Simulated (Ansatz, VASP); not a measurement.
# Be in VASP and in Ansatz

Contents of INCAR:

```
PREC = Accurate
ENCUT = 520
EDIFF = 1E-6
ISMEAR = 0
SIGMA = 0.03
LREAL = False
LASPH = True
NELM = 80
ALGO = Normal
ISIF = 2
LWAVE = False
LCHARG = False
GGA = CA
NBANDS = 9
```

File KPOINTS:

```
Automatic mesh
0
Gamma
  16 16 9
```

Contents of POSCAR:

```
Be
1.0
    2.2295160349      0.0000000000      0.0000000000
   -1.1147580175      1.9308175243      0.0000000000
    0.0000000000      0.0000000000      3.5083258361
Be
2
Direct
    0.3333333333      0.6666666667      0.2500000000
    0.6666666667      0.3333333333      0.7500000000
```

Input for Ansatz:

```yaml
crystal:
  lattice:
    - [2.2295160349, 0.0, 0.0]
    - [-1.1147580175, 1.9308175243, 0.0]
    - [0.0, 0.0, 3.5083258361]
  atoms:
    - { symbol: Be, position: [0.3333333333, 0.6666666667, 0.25] }
    - { symbol: Be, position: [0.6666666667, 0.3333333333, 0.75] }
hamiltonian:
  xc: lda
  pseudopotentials:
    kind: paw
    azcp:
      Be: "pseudopotentials/Be.paw.azcp"
basis:
  ecutwfc: 420
  fft_grid_basis: typed
kpoints:
  mp_grid: { grid: [16, 16, 9], shift: [0, 0, 0] }
magnetization:
  spin_polarized: false
scf:
  occupations: { method: gaussian, width: 0.03 }
  lower_state_search: "off"
output:
  stress: true
```

Alike in both runs: task single point; functional LDA; k mesh 16 × 16 × 9; occupations gaussian, width 0.03 eV; no spin polarisation.

```csv
,VASP,Ansatz
version,VASP 6.6.1,Ansatz 0.2.0
potentials or method,"VASP PAW LDA potentials, release 64 (Be)","plane waves (420 eV) with PAW, scalar-relativistic"
plane-wave cutoff (eV),520,420
valence electrons in the cell,4,4
```

|  | VASP | Ansatz | Ansatz less VASP |
| --- | --- | --- | --- |
| pressure (GPa) | 0.4 | 0.0 | -0.45 |
| largest component of the traceless stress (GPa) | 0.23 | 0.23 | +0.004 |

Ansatz warned: «pseudo_functional_mismatch».
